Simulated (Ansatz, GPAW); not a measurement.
# CoO: programs and potentials compared

```
Co O
1.0
     1.60222    0.92504    2.56647
    -1.60222    0.92504    2.56647
     0.00000   -1.85008    2.56647
Co O
1 1
Direct
  0.99898 0.99898 0.99898
  0.75102 0.75102 0.75102
```

Measurements of this composition are mostly on another form, of space group No. 225.

Alike in all runs: task single point; functional LDA; k mesh 10 × 10 × 10; occupations gaussian, width 0.1 eV; collinear spin, ferromagnetic start; no spin-orbit coupling. LDA stands for any of its common fits. Pressure is positive in compression and, in plane waves, holds the error of the finite cutoff, which Ansatz's Pulay term estimates and takes out.

```json
{"program and potentials": "Ansatz, Ansatz PAW", "plane-wave cutoff (eV)": "420", "notes": "potentials made for PBE, which Ansatz adapts in part; 11.5 valence electrons an atom on average; Pulay term of +0.87 GPa included", "pressure (GPa)": "-15.83", "net moment per atom (μB)": "1.32", "largest force (eV/Å)": "0.188"}
{"program and potentials": "Ansatz, all-electron LAPW, scalar-relativistic", "plane-wave cutoff (eV)": "-", "notes": "-", "pressure (GPa)": "-15.87", "net moment per atom (μB)": "1.32", "largest force (eV/Å)": "0.185"}
{"program and potentials": "GPAW, the program's PAW data sets (release 1.2.1) made for this functional", "plane-wave cutoff (eV)": "800", "notes": "7.5 valence electrons an atom on average", "pressure (GPa)": "-15.23", "net moment per atom (μB)": "1.30", "largest force (eV/Å)": "0.210"}
```

Force on atom 1 (Co), eV/Å:

| program and potentials | x | y | z |
| --- | --- | --- | --- |
| Ansatz, Ansatz PAW | 0.000 | 0.000 | 0.188 |
| Ansatz, all-electron LAPW, scalar-relativistic | 0.000 | 0.000 | 0.185 |
| GPAW, the program's PAW data sets (release 1.2.1) made for this functional | 0.000 | 0.000 | 0.210 |

The pressure spans -15.87 (Ansatz, all-electron LAPW, scalar-relativistic) to -15.23 GPa (GPAW, the program's PAW data sets (release 1.2.1) made for this functional), with all-electron results at -15.87. The net moment per atom spans 1.30 (GPAW, the program's PAW data sets (release 1.2.1) made for this functional) to 1.32 μB (Ansatz, Ansatz PAW), with all-electron results at 1.32. The cell lies far from this level's equilibrium. The state is the one that the start led to, which needn't be the lowest.

The functional is the same throughout but for its coding, so the spread measures potentials, basis and numerics; runs on potential files found faulty are left out.
